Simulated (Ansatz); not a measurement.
Runs of Ansatz 0.2.0 on SnO2. It takes space group Imma (No. 74, orthorhombic). The conventional cell has a = 6.498 Å, b = 6.829 Å, c = 6.828 Å, α = 90.00°, β = 90.00°, γ = 90.00°. Around Sn (site symmetry 2/m) lie 6 O at 2.09 Å. Around Sn (site symmetry mm2) lie 6 O at 2.09 to 2.10 Å. O (site symmetry m) has 3 Sn at 2.09 to 2.10 Å as nearest neighbours. O (site symmetry m) has 3 Sn at 2.09 Å as nearest neighbours. The cell is a database's computed one.

| task | level | cell | k mesh | cutoff (eV) | smearing | points for each segment of the path | gap on the mesh (eV) | pressure (GPa) | relaxed volume (Å³/atom) | largest force (eV/Å) |
| --- | --- | --- | --- | --- | --- | --- | --- | --- | --- | --- |
| band structure | BLYP | as given | 5 × 5 × 5 | 420 | fermi-dirac 0.05 eV | 10 | 0.65 | 4.3 | - | 0.06 |
| relaxation of cell and atoms | PBE+D3(BJ) | relaxed | 6 × 6 × 6 | 420 | fermi-dirac 0.05 eV | - | (b) | 0.0 | 12.37 | - |
| band structure | RPBE | as given | 5 × 5 × 5 | 420 | fermi-dirac 0.05 eV | 10 | 0.72 | 3.1 | - | 0.06 |
| band structure | PBE | as given | 5 × 5 × 5 | 420 | fermi-dirac 0.05 eV | 10 | 0.63 | -0.8 | - | 0.06 |
| band structure | r2SCAN | as given | 5 × 5 × 5 | 500 | fermi-dirac 0.05 eV | 10 | (d) | -8.4 | - | 0.08 |
| single point | PBE | as given | 6 × 6 × 6 | 420 | gaussian 0.011 eV | - | 0.63 | -0.8 | - | 0.06 |
| band structure | LDA | as given | 5 × 5 × 5 | 420 | fermi-dirac 0.05 eV | 10 | (a) | -11.5 | - | 0.15 |
| relaxation of cell and atoms | PBEsol+D4 | relaxed | 6 × 6 × 6 | 420 | fermi-dirac 0.05 eV | - | (c) | 0.0 | 12.05 | - |
| band structure | revPBE | as given | 5 × 5 × 5 | 420 | fermi-dirac 0.05 eV | 10 | 0.69 | 2.0 | - | 0.06 |
| band structure | PBEsol | as given | 5 × 5 × 5 | 420 | fermi-dirac 0.05 eV | 10 | 0.53 | -6.6 | - | 0.10 |

Alike in all rows: potentials or basis Ansatz PAW; no spin polarisation.

Q: Fill in the values left out.

A: (a) 0.48; (b) 0.84; (c) 1.02; (d) 1.27.

Caveats: spin-orbit coupling is left out, which moves the levels of the heavy elements; the PAW data sets come from PBE, with cores solved anew for the run's functional, which leaves a small shift of forces and pressure (some runs); the potentials were made for another functional, which shifts forces and pressure (some runs); the plane-wave basis is chosen anew once the cell has moved, so the energies of steps on either side of that aren't comparable (some runs).

A k mesh can miss the band edges, and the runs leave out spin-orbit coupling on Sn.

Not every run made on this cell is shown here.
